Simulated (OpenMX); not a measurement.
# Ta: equation of state with LDA

**Measured values to compare with.**

From “Pressure effects on the electronic structure and superconductivity of (TaNb)0.67(HfZrTi)0.33 high entropy alloy”, 2019, arxiv:1910.08312, for a bulk crystal of Ta: bulk modulus 194 GPa.

Ta:

```
Ta
1.0
    -1.65128    1.65128    1.65128
     1.65128   -1.65128    1.65128
     1.65128    1.65128   -1.65128
Ta
1
Cartesian
  0.0000 0.0000 0.0000
```

```yaml
Program: OpenMX 3.8.5
Task: equation of state
Functional: LDA
Potentials_or_basis: OpenMX 2013 LDA set, Ta7.0-s3p2d2f1, fixed grid of 28 × 28 × 28 points
k_mesh: 11 × 11 × 11
Occupations: fermi-dirac, width 0.05 eV
Spin: no spin polarisation
```

* Equilibrium volume: 17.12 Å³/atom
* Bulk modulus: 233 GPa
* Pressure derivative of the bulk modulus: 4.4

Energy against volume, from the lowest point:
| volume (Å³/atom) | energy (meV/atom) |
| --- | --- |
| 16.930 | 0.17 |
| 17.290 | 0.00 |
| 17.650 | 10.11 |
| 18.010 | 29.63 |
| 18.371 | 57.48 |
| 18.731 | 92.57 |
| 19.091 | 134.39 |

Against the measured bulk modulus of Ta, 194 GPa (quoted in “Pressure effects on the electronic structure and superconductivity of (TaNb)0.67(HfZrTi)0.33 high entropy alloy”, 2019, arxiv:1910.08312), the calculated 233 GPa is off by +19.9 %. The fit is for a static lattice scaled at fixed shape and fixed fractional positions.

Caveat: volumes in these bases differ from converged ones by about 1 %, for some elements by several; the basis of atomic orbitals isn't converged, which shifts pressures, moduli and gaps. Spin-orbit coupling is left out, which matters for the levels of Ta.
